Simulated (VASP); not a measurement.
A run of VASP 6.6.1:

The input INCAR:

```
SYSTEM = Bi
ALGO = Normal
EDIFF = 1E-7
ENCUT = 520
GGA = PS
ISIF = 2
ISMEAR = -1
LASPH = .TRUE.
LCHARG = .FALSE.
LREAL = .FALSE.
LWAVE = .FALSE.
NBANDS = 22
NELM = 80
PREC = Accurate
SIGMA = 0.05
```

The input KPOINTS:

```
k-points
0
G
  7 7 7
  0 0 0
```

The input POSCAR:

```
Bi
1.0
    2.2675000000      1.3091417354      3.9380000000
   -2.2675000000      1.3091417354      3.9380000000
    0.0000000000     -2.6182834708      3.9380000000
Bi
2
Direct
    0.7660000000      0.7660000000      0.7660000000
    0.2340000000      0.2340000000      0.2340000000
```

Potentials or basis: VASP PAW PBE potentials, release 64 (Bi_d).

The run is started by

```console
$ cat potpaw_PBE.64/Bi_d/POTCAR > POTCAR
$ mpirun -np 1 vasp_std > vasp.out
```

Hardware: 1 thread of Intel(R) Xeon(R) Platinum 8488C (Sapphire Rapids) (shared host).

Q: How long does it take, and how much memory?

A: It took 34 s on 1 thread of Intel(R) Xeon(R) Platinum 8488C (Sapphire Rapids) (shared host), peak memory 0.22 GiB. Counts: scf iterations 12, k points 44.
